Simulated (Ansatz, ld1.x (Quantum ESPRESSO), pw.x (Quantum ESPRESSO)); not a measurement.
## technetium (fcc): variants of one PAW potential in the solid

| Quantity | Value |
| --- | --- |
| Element | technetium (Tc) |
| Generator | ld1.x (Quantum ESPRESSO) 7.5 |
| Type | PAW |
| Functional | PBE |
| Relativity | scalar-relativistic |
| Frozen core | [Ar] 3d10 |
| Valence charge | 15 |
| Reference configuration | 4s2 4p6 4d5 5s1 5p0 (charge +1) |
| Partial waves | 4s (bound): rcut 1.85, rcutus 2.00 bohr; 5s (bound): rcut 1.85, rcutus 2.00 bohr; 4p (bound): rcut 1.65, rcutus 2.05 bohr; 5p (bound, empty): rcut 1.65, rcutus 2.05 bohr; 4d (bound): rcut 2.25, rcutus 2.60 bohr; 4d channel at 0.65 Ry: rcut 2.25, rcutus 2.60 bohr |
| Local potential | all-electron potential smoothed inside 2.10 bohr (lloc = -2) |
| Core correction | Bessel-smoothed model core inside 1.80 bohr |
| Augmentation charge | PSQ, inside the norm-conserving radii |

Crystal test: fcc Tc in pw.x 7.5, no spin, 15³ k-points, Fermi–Dirac smearing 0.01 Ry, cutoffs set for each file from its atomic test. The reference is all-electron LAPW (Ansatz 0.2.0) with the same functional, mesh and smearing; V0 and B0 come from Birch–Murnaghan fits to the pressures at five volumes. Errors are pseudo minus all-electron; Δ is the rms difference of the E(V) curves that follow from these fits, minima aligned, over ±6 % about the mean V0. Mesh and smearing are coarse, so the numbers serve the comparison and aren't converged zero-temperature values; the lattice is a test structure that the element need not adopt.

All-electron: a0 = 3.873 Å (V0 = 14.52 Å³/atom), B0 = 295.3 GPa.

Base: This is a poor potential for the solid. Atomic configuration tests: test run stopped at test 7 of 7 (negative rho).

3 further variants are left out: they gave no file fit for a test, a broken result, the same result as the base, or pressures whose basis-set error rivals the error shown.

| change | cutoffs (Ry) | pw.x | a0 (Å) | a0 error (%) | B0 error (%) | Δ (meV/atom) | mean pressure error (GPa) |
| --- | --- | --- | --- | --- | --- | --- | --- |
| base | 50/400 | converged | 3.893 | +0.52 | -0.5 | 14.9 | +4.82 |
| all radii but the core radius scaled by about 1.11 (s 2.22, p 2.28, d 2.88 bohr, rcut 2.06/1.84/2.50); local potential all-electron potential smoothed inside 2.34 bohr (lloc = -2) | 40/320 | converged | 3.913 | +1.05 | -0.6 | 29.9 | +9.97 |

Q: Give the row for: all radii but the core radius scaled by about 0.96 (s 1.92, p 1.96, d 2.50 bohr, rcut 1.78/1.58/2.16); local potential all-electron potential smoothed inside 2.02 bohr (lloc = -2).

A: pw.x: converged; mean pressure error (GPa): +2.47; a0 (Å): 3.883; a0 error (%): +0.27; B0 error (%): +0.1; Δ (meV/atom): 7.7.
